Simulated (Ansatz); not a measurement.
## Checking a converged run of CoO

CoO is taken as an unrelaxed test cell, picked because its SCF is hard, 2 atoms in the cell.

These are results of DFT, PBE+U, norm-conserving potentials, plane waves, scalar-relativistic in Ansatz development build ahead of 0.2.0, not measurements.

```yaml
crystal:
  lattice:
    - [0, 2.13, 2.13]
    - [2.13, 0, 2.13]
    - [2.13, 2.13, 0]
  atoms:
    - { symbol: Co, position: [0, 0, 0], spin: 3 }
    - { symbol: O, position: [0.484465, 0.49968, 0.493327] }
kpoints:
  mp_grid: { kspacing: 0.3, shift: [0, 0, 0] }
hamiltonian:
  xc: pbe
  dispersion: none
  hubbard: { sites: [{ site: 0, l: d, shell: 3, u_eff: 4 }] }
  pseudopotentials: { kind: nc }
magnetization:
  spin_polarized: true
scf:
  occupations: { method: fermi_dirac, width: 0.1 }
  lower_state_search: standard
```

Settings in force: cutoff 1306 eV, smearing width 0.1 eV; standard search for lower states.

The run converged after 123 iterations in all: spin-polarised, site moments Co1 2.60, O2 0.22 μB, total 3.00 μB per cell.

A static U favours moments and orbital order; the result depends on U and need not be the measured state. With one magnetic atom in the cell its copies can only be parallel; orders in a larger cell may lie lower.

Site moments are taken inside atomic spheres and don't add up to the total.

Eigenvalues of the Hubbard occupation matrices: Co1 up 1.00 1.00 1.00 1.00 1.00, down 0.05 0.12 0.13 0.99 0.99.

The run converged. Is this the lowest state of the cell, and if not, what lies lower and how is it reached?

No. A state 1.5 meV/atom (0.003 eV per cell) lower exists in this cell: spin-polarised, site moments Co1 2.60, O2 0.22 μB, total 3.00 μB per cell (the moments match this run's, so the two differ in another way, such as which orbitals are filled). It was reached from: occupation matrices typed (Co1 up full, Co1 down 2.28 in mixed orbitals), occupations held until converged, default search for lower states [spin density started apart from these, at Co1 3.00 μB]; occupation matrices typed (Co1 up full, Co1 down 2.28 in mixed orbitals), default search for lower states [spin density started apart from these, at Co1 3.00 μB]. Its occupation eigenvalues are Co1 up 1.00 1.00 1.00 1.00 1.00, down 0.05 0.12 0.13 0.99 0.99. The run gave no warning of a lower state. States within about 5 meV/atom are too close for this mesh, smearing and search to settle their order. Only collinear orders within this cell were tried; the true ground state may need a larger cell. No run without spin polarisation was made.
